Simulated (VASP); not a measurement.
A VASP 6.6.1 single-point calculation on LiH

INCAR

```
LCHARG = .FALSE.
EDIFF = 1E-7
SIGMA = 0.02
LASPH = .TRUE.
NELM = 65
ENCUT = 520
GGA = PE
LREAL = .FALSE.
IBRION = -1
NSW = 0
LWAVE = .FALSE.
ISIF = 2
NBANDS = 26
ISMEAR = -1
PREC = Accurate
```

KPOINTS

```
KPOINTS created by Atomic Simulation Environment
0
Gamma
10 10 10
0 0 0
```

POSCAR

```
Li H
 1.0000000000000000
     2.5016587116031355   -0.0000000000000000    0.0000000000000000
    -0.0000000000000000    2.5016587116031355    0.0000000000000000
     0.0000000000000000    0.0000000000000000    2.5016587116031355
 Li  H
   1   1
Cartesian
  0.0000000000000000  0.0000000000000000 -0.0000000000000000
  1.2508293558015677  1.2508293558015677  1.2508293558015677
```

The recommended PBE PAW datasets give the neutral cell 4 valence electrons.

Command

```
mpirun -np 1 vasp_std
```

OSZICAR

```
N       E                     dE             d eps       ncg     rms          rms(c)
DAV:   1     0.638434696415E+01    0.63843E+01   -0.12485E+03  2920   0.141E+02
DAV:   2    -0.573868300425E+01   -0.12123E+02   -0.11748E+02  3916   0.417E+01
DAV:   3    -0.592493579251E+01   -0.18625E+00   -0.18584E+00  3542   0.441E+00
DAV:   4    -0.592505705205E+01   -0.12126E-03   -0.12125E-03  3462   0.114E-01
DAV:   5    -0.592505711740E+01   -0.65351E-07   -0.65328E-07  3582   0.257E-03    0.282E+00
DAV:   6    -0.572840715587E+01    0.19665E+00   -0.14342E-01  3800   0.420E-01    0.140E+00
DAV:   7    -0.565888126958E+01    0.69526E-01   -0.17960E-01  3904   0.501E-01    0.225E-01
DAV:   8    -0.565975458501E+01   -0.87332E-03   -0.12906E-03  3730   0.890E-02    0.466E-02
DAV:   9    -0.565969737060E+01    0.57214E-04   -0.18464E-04  3810   0.172E-02    0.481E-03
DAV:  10    -0.565969789199E+01   -0.52139E-06   -0.27178E-06  3534   0.502E-03    0.111E-03
DAV:  11    -0.565969789502E+01   -0.30277E-08   -0.96683E-08  3612   0.984E-04
   1 F= -.56596979E+01 E0= -.56596979E+01  d E =-.325219E-10
```

From OUTCAR

```
k-points           NKPTS =     56   k-points in BZ     NKDIM =     56   number of bands    NBANDS=     26

   NELECT =       4.0000    total number of electrons

   dimension x,y,z NGX =    20 NGY =   20 NGZ =   20
   dimension x,y,z NGXF=    40 NGYF=   40 NGZF=   40

  energy-cutoff  :      520.00
  volume of cell :       15.66
      direct lattice vectors                 reciprocal lattice vectors
     2.501658712  0.000000000  0.000000000     0.399734782  0.000000000  0.000000000
     0.000000000  2.501658712  0.000000000     0.000000000  0.399734782  0.000000000
     0.000000000  0.000000000  2.501658712     0.000000000  0.000000000  0.399734782

 k-points in reciprocal lattice and weights: KPOINTS created by Atomic Simulation Env
   0.00000000  0.00000000  0.00000000       0.001
   0.10000000  0.00000000  0.00000000       0.006
   0.20000000  0.00000000  0.00000000       0.006
   0.30000000  0.00000000  0.00000000       0.006
   0.40000000  0.00000000  0.00000000       0.006
   0.50000000  0.00000000  0.00000000       0.003
   0.10000000  0.10000000  0.00000000       0.012
   0.20000000  0.10000000  0.00000000       0.024
   ...

 E-fermi :   3.9031

 k-point     1 :       0.0000    0.0000    0.0000
  band No.  band energies     occupation
      1     -44.5712      2.00000
      2      -5.2848      2.00000
      3      15.5155      0.00000
      4      15.5155      0.00000
      5      15.5155      0.00000
      6      16.1163      0.00000
      7      18.6614      0.00000
      8      18.6614      0.00000
      9      35.2541      0.00000
     10      35.2541      0.00000
     11      35.2541      0.00000
     12      41.0515      0.00000
     13      41.0515      0.00000
     14      41.0515      0.00000
     15      42.5053      0.00000
     16      42.5053      0.00000
     17      42.9537      0.00000
     18      42.9537      0.00000
     19      42.9537      0.00000
     20      47.5640      0.00000
     21      61.7869      0.00000
     22      61.7869      0.00000
     23      61.7869      0.00000
     24      64.5642      0.00000
     25      64.5642      0.00000
     26      64.5642      0.00000

 k-point     2 :       0.1000    0.0000    0.0000
  band No.  band energies     occupation
      1     -44.5661      2.00000
      2      -5.1332      2.00000
      3      12.7750      0.00000
      4      15.7408      0.00000
      5      15.7408      0.00000
      6      16.2311      0.00000
      7      18.9002      0.00000
      8      21.6207      0.00000
      9      33.7293      0.00000
     10      33.7293      0.00000
     11      34.9418      0.00000
     12      38.1650      0.00000
     13      40.0574      0.00000
     14      40.0574      0.00000
     15      41.2881      0.00000
     16      43.6743      0.00000
     17      46.1862      0.00000
     18      46.1862      0.00000
     19      46.8856      0.00000
     20      47.7751      0.00000
     21      58.4968      0.00000
     22      58.4968      0.00000
     23      60.5654      0.00000
     24      62.4110      0.00000
     25      68.3181      0.00000
     26      68.3181      0.00000

 ...

  Total        0.0058012      0.0058012      0.0058012      0.0000000      0.0000000      0.0000000
  in kB        0.5936688      0.5936688      0.5936688      0.0000000      0.0000000      0.0000000
  external PRESSURE =       0.5936688 kB  Pullay stress =       0.0000000 kB

 POSITION                                       TOTAL-FORCE (eV/Angst)
 -----------------------------------------------------------------------------------
      0.00000      0.00000      0.00000         0.000000      0.000000      0.000000
      1.25083      1.25083      1.25083         0.000000      0.000000      0.000000
 -----------------------------------------------------------------------------------
    total drift:                                0.000000      0.000000      0.000000

  FREE ENERGIE OF THE ION-ELECTRON SYSTEM (eV)
  ---------------------------------------------------
  free  energy   TOTEN  =        -5.6596978950 eV

  energy  without entropy=       -5.6596978950  energy(sigma->0) =       -5.65969790
```

It converged. Results: gap between bands v and c on the k mesh 0.73 eV; least direct gap on the k mesh 4.21 eV; pressure 0.1 GPa. Band v is the last that the valence electrons fill when counted band by band, and c is the next.

For comparison, a separate PBE run of the intended cell, on usual settings and not on those above, gives a gap of 0.73 eV on its mesh and a pressure of 0.1 GPa.

The run above took about 11 s on one core of a shared host (Intel Xeon Platinum 8488C) and held 0.13 GiB at most.
